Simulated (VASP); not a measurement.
# I (P6_3/mmc) in VASP: electric field gradients with PBE

Aim: the electric field gradients of I with PBE.

All numbers are computed with VASP 6.6.1; they aren't measurements. Logs are shortened: lines on timing, memory, paths and dates and some standing lists are left out, and cuts for length are marked.

### Step 1. The undisturbed crystal

Symmetry: P6_3/mmc, No. 194, hexagonal system. Conventional cell: a = 4.283 Å, b = 4.283 Å, c = 4.883 Å, α = 90.00°, β = 90.00°, γ = 120.00°. Around I (site symmetry -6m2) lie 6 I at 3.47 Å.

The real solid is made of molecules; this cell is a model form.

### Step 2. Electric field gradients, PBE (volume scaled by 1.04)

The input, INCAR:

```
SYSTEM = I
ALGO     = Fast           ! electronic algorithm
EDIFF    = 1E-8           ! SCF threshold, eV
ENCUT    = 520            ! plane-wave cutoff, eV
GGA      = PE             ! functional
ISIF     = 2              ! what is computed and relaxed
ISMEAR   = -1             ! smearing method
LASPH    = .True.         ! aspherical terms in the spheres
LCHARG   = .False.        ! write CHGCAR
LEFG     = .True.       
LREAL    = .False.        ! projectors in reciprocal space
LWAVE    = .False.        ! write WAVECAR
NBANDS   = 14             ! bands
NELM     = 100            ! most SCF steps
PREC     = Accurate       ! precision mode
SIGMA    = 0.05           ! smearing width, eV
```

The input, KPOINTS:

```
k-points
0
Gamma
  15 15 8
  0 0 0
```

The input, POSCAR:

```
I
1.0
    4.3390400872      0.0000000000      0.0000000000
   -2.1695200436      3.7577189435      0.0000000000
    0.0000000000      0.0000000000      4.9471239603
I
2
Direct
    0.3333333333      0.6666666667      0.2500000000
    0.6666666667      0.3333333333      0.7500000000
```

Potentials or basis: VASP PAW PBE potentials, release 64 (I).

Run with:

```bash
$ cat potpaw_PBE.64/I/POTCAR > POTCAR
$ mpirun -np 1 vasp_std > vasp.out
```

OUTCAR:

```text
SYSTEM = I
   EDIFF = 1E-8
   ENCUT = 520
   GGA = PE
   ISIF = 2
   ISMEAR = -1
   LASPH = .True.
   LREAL = .False.
   NELM = 100
   PREC = Accurate

 ion  position               nearest neighbor table
   1  0.333  0.667  0.250-   2 3.52   2 3.52   2 3.52   2 3.52   2 3.52   2 3.52
   2  0.667  0.333  0.750-   1 3.52   1 3.52   1 3.52   1 3.52   1 3.52   1 3.52

  LATTYP: Found a hexagonal cell.
 ALAT       =     4.3390400872
 C/A-ratio  =     1.1401424879

  Lattice vectors:

 A1 = (   4.3390400872,   0.0000000000,   0.0000000000)
 A2 = (  -2.1695200436,   3.7577189435,   0.0000000000)
 A3 = (   0.0000000000,   0.0000000000,   4.9471239603)

Analysis of symmetry for initial positions (statically):
=====================================================================
 Subroutine PRICEL returns:
 Original cell was already a primitive cell.

 Routine SETGRP: Setting up the symmetry group for a
 hexagonal supercell.

 Subroutine GETGRP returns: Found 24 space group operations
 (whereof 12 operations were pure point group operations)
 out of a pool of 24 trial point group operations.

The static configuration has the point symmetry D_3d.
 The point group associated with its full space group is D_6h.

Analysis of symmetry for dynamics (positions and initial velocities):
=====================================================================
 Subroutine PRICEL returns:
 Original cell was already a primitive cell.

 Routine SETGRP: Setting up the symmetry group for a
 hexagonal supercell.

 Subroutine GETGRP returns: Found 24 space group operations
 (whereof 12 operations were pure point group operations)
 out of a pool of 24 trial point group operations.

The dynamic configuration has the point symmetry D_3d.
 The point group associated with its full space group is D_6h.

 Subroutine INISYM returns: Found 24 space group operations
 (whereof 12 operations are pure point group operations),
 and found     1 'primitive' translations

----------------------------------------------------------------------------------------

                                     Primitive cell

  volume of cell :      80.6623

  direct lattice vectors                    reciprocal lattice vectors
     4.339040087  0.000000000  0.000000000     0.230465721  0.133059446  0.000000000
    -2.169520044  3.757718944  0.000000000     0.000000000  0.266118892  0.000000000
     0.000000000  0.000000000  4.947123960     0.000000000  0.000000000  0.202137648

  length of vectors
     4.339040087  4.339040087  4.947123960     0.266118892  0.266118892  0.202137648

  position of ions in fractional coordinates (direct lattice)
     0.333333333  0.666666667  0.250000000
     0.666666667  0.333333333  0.750000000

  ion indices of the primitive-cell ions
   primitive index   ion index
                 1           1
                 2           2

----------------------------------------------------------------------------------------

 KPOINTS: k-points

Automatic generation of k-mesh.
 Grid dimensions read from file:
 generate k-points for:   15   15    8

 Generating k-lattice:

  Cartesian coordinates                     Fractional coordinates (reciprocal lattice)
     0.015364381  0.008870630  0.000000000     0.066666667 -0.000000000  0.000000000
     0.000000000  0.017741259  0.000000000     0.000000000  0.066666667  0.000000000
     0.000000000  0.000000000  0.025267206     0.000000000  0.000000000  0.125000000

  Length of vectors
     0.017741259  0.017741259  0.025267206

  Shift w.r.t. Gamma in fractional coordinates (k-lattice)
     0.000000000  0.000000000  0.000000000

 Subroutine IBZKPT returns following result:
[... 38 lines left out ...]
   NGXF,Y,Z  is equivalent  to a cutoff of  24.52, 24.52, 26.88 a.u.
 SYSTEM =  I
   PREC   = accura    normal or accurate (medium, high low for compatibility)
   ISTART =      0    job   : 0-new  1-cont  2-samecut
   ICHARG =      2    charge: 1-file 2-atom 10-const
   ISPIN  =      1    spin polarized calculation?
   LNONCOLLINEAR =      F non collinear calculations
   LSORBIT =      F    spin-orbit coupling
   LASPH  =      T    aspherical Exc in radial PAW
   ENCUT  =  520.0 eV  38.22 Ry    6.18 a.u.   8.07  8.07  9.20*2*pi/ulx,y,z
   NELM   =    100;   NELMIN=  2; NELMDL= -5     # of ELM steps
   EDIFF  = 0.1E-07   stopping-criterion for ELM
   LREAL  =      F    real-space projection
   EDIFFG = 0.1E-06   stopping-criterion for IOM
   NSW    =      0    number of steps for IOM
   IBRION =     -1    ionic relax: 0-MD 1-quasi-New 2-CG
   NFREE  =      0    steps in history (QN), initial steepest desc. (CG)
   ISIF   =      2    stress and relaxation
   ISYM   =      2    0-nonsym 1-usesym 2-fastsym
   POTIM  = 0.5000    time-step for ionic-motion
   TEBEG  =    0.0;   TEEND  =   0.0 temperature during run
   PSTRESS=    0.0 pullay stress
   NELECT =      14.0000    total number of electrons
   NUPDOWN=      -1.0000    fix difference up-down
   EMIN   =  10.00;   EMAX   =-10.00  energy-range for DOS
   EFERMI =   0.00;   METHOD = LEGACY
   ISMEAR =    -1;   SIGMA  =   0.05  broadening in eV -4-tet -1-fermi 0-gaus
   EFERMI_NEDOS =   21; number of points for ismear=-14 and -15
   IALGO  =     68    algorithm
   IMIX   =      4    mixing-type and parameters
     AMIX     =   0.40;   BMIX     =  1.00
     AMIX_MAG =   1.60;   BMIX_MAG =  1.00
  volume/ion in A,a.u.               =      40.33       272.17
  Fermi-wavevector in a.u.,A,eV,Ry     =   0.913189  1.725677 11.346087  0.833914
  Thomas-Fermi vector in A             =   2.037672
   LORBIT       =      0    0 simple, 1 ext, 2 COOP (PROOUT), +10 PAW based schemes
   GGA     = PE    functional components
   LHFCALC =     F    Hartree Fock is set to
   AEXX    =    0.0000 exact exchange contribution
   IVDW    =     0    specifies the selected vdW correction
   LEPSILON=     F    determine dielectric tensor
   LRPA    =     F    only Hartree local field effects (RPA)
 non-spin polarized calculation
 RMM-DIIS sequential band-by-band and
  energy-cutoff  :      520.00
  volume of cell :       80.66
 maximum number of plane-waves:      2194
   NGX = 17   NGY = 17   NGZ = 19

 number of electron      14.0000000 magnetization

 Free energy of the ion-electron system (eV)
  ---------------------------------------------------
  ext. energy  EPLUGINS =         0.00000000
  ---------------------------------------------------
  free energy    TOTEN  =        -2.30100231 eV

  energy without entropy =       -2.27582194  energy(sigma->0) =       -2.28841213

 E-fermi :   3.2382     XC(G=0):  -8.3752

 val. band max:        3.2381006410   @ k =   0.2667   0.0667   0.1250
 cond. band min:       3.2418180193   @ k =   0.2000   0.2000   0.0000
 fundamental gap:      0.0037173784
 Fermi energy:         3.2382378428

 k-point     1 :       0.0000    0.0000    0.0000
  band No.  band energies     occupation
      1      -9.9807      2.00000
      2      -7.8723      2.00000
      3      -0.5083      2.00000
      4       1.4962      2.00000
      5       1.4962      2.00000
      6       3.1275      1.80321
      7       3.1275      1.80321
      8       4.2133      0.00000
      9       7.9378      0.00000
     10       8.9693      0.00000
     11      11.3816      0.00000
     12      11.3816      0.00000
     13      12.4561      0.00000
     14      12.4562      0.00000
[... 377 lines left out ...]
      1      -9.0194      2.00000
      2      -8.5859      2.00000
      3      -0.2586      2.00000
      4       0.9659      2.00000
      5       1.0235      2.00000
      6       1.6190      2.00000
      7       1.8806      2.00000
      8       3.1610      1.64848
      9       9.0209      0.00000
     10       9.5383      0.00000
     11      11.4125      0.00000
     12      11.6202      0.00000
     13      13.3651      0.00000
     14      13.9203      0.00000

 [... further k-points ...]

------------------------ aborting loop because EDIFF is reached ----------------------------------------

  FORCE on cell =-STRESS in cart. coord.  units (eV):
  Direction    XX          YY          ZZ          XY          YZ          ZX
  --------------------------------------------------------------------------------------
  -------------------------------------------------------------------------------------
  Total       -0.3086268     -0.3086268     -0.5975671     -0.0000000     -0.0000000      0.0000000
  in kB       -6.1301829     -6.1301829    -11.8693376     -0.0000000     -0.0000000      0.0000000
  external PRESSURE =      -8.0432345 kB  Pullay stress =       0.0000000 kB

 VOLUME and BASIS-vectors are now :
 -----------------------------------------------------------------------------
  energy-cutoff  :      520.00
  volume of cell :       80.66
      direct lattice vectors                 reciprocal lattice vectors
     4.339040087  0.000000000  0.000000000     0.230465721  0.133059446  0.000000000
    -2.169520044  3.757718944  0.000000000     0.000000000  0.266118892  0.000000000
     0.000000000  0.000000000  4.947123960     0.000000000  0.000000000  0.202137648

 POSITION                                       TOTAL-FORCE (eV/Angst)
 -----------------------------------------------------------------------------------
     -0.00000      2.50515      1.23678         0.000000     -0.000000      0.000000
      2.16952      1.25257      3.71034        -0.000000      0.000000      0.000000
 -----------------------------------------------------------------------------------
    total drift:                               -0.000000      0.000000     -0.000000

  FREE ENERGIE OF THE ION-ELECTRON SYSTEM (eV)
  ---------------------------------------------------
  free  energy   TOTEN  =        -2.3010023128 eV

  energy  without entropy=       -2.2758219432  energy(sigma->0) =       -2.28841213

 Electric field gradients (V/A^2)
---------------------------------------------------------------------
 ion       V_xx      V_yy      V_zz      V_xy      V_xz      V_yz
---------------------------------------------------------------------
   1    -203.044  -203.044   406.088     0.000     0.000    -0.000
   2    -203.044  -203.044   406.088     0.000    -0.000     0.000
---------------------------------------------------------------------

 Electric field gradients after diagonalization (V/A^2)
 (convention: |V_zz| > |V_xx| > |V_yy|)
----------------------------------------------------------------------
 ion       V_xx      V_yy      V_zz     asymmetry (V_yy - V_xx)/ V_zz
----------------------------------------------------------------------
   1    -203.044  -203.044   406.088       0.000
   2    -203.044  -203.044   406.088       0.000
----------------------------------------------------------------------

           NMR quadrupolar parameters

 Cq : quadrupolar parameter    Cq=e*Q*V_zz/h
 eta: asymmetry parameters     (V_yy - V_xx)/ V_zz
 Q  : nuclear electric quadrupole moment in mb (millibarn)
----------------------------------------------------------------------
 ion       Cq(MHz)       eta       Q (mb)
----------------------------------------------------------------------
   1       0.982       0.000       1.000
   2       0.982       0.000       1.000
----------------------------------------------------------------------
```

It took 53 s on 1 thread of Intel Xeon 6975P-C (Granite Rapids), shared host; peak memory 0.28 GiB.

What came out:

| Item | Value |
| --- | --- |
| Free energy | -2.3010 eV |
| Pressure | -0.8 GPa |
| Band gap on the k mesh | none (metal or under the smearing width) |

Levels at points of the mesh, in eV from the Fermi level:
| k point | band 3 | band 4 | band 5 | band 6 | band 7 | band 8 | band 9 | band 10 | band 11 | band 12 |
| --- | --- | --- | --- | --- | --- | --- | --- | --- | --- | --- |
| (0.00, 0.00, 0.00) | -3.75 | -1.74 | -1.74 | -0.11 | -0.11 | 0.98 | 4.70 | 5.73 | 8.14 | 8.14 |
| (0.00, 0.00, 0.50) | -1.74 | -1.74 | -0.95 | -0.95 | -0.95 | -0.95 | 7.03 | 7.03 | 7.42 | 7.42 |

Electric field gradients, principal values (V/Å²):
| atom | Vxx | Vyy | Vzz |
| --- | --- | --- | --- |
| 1 I | -203.044 | -203.044 | 406.088 |
| 2 I | -203.044 | -203.044 | 406.088 |
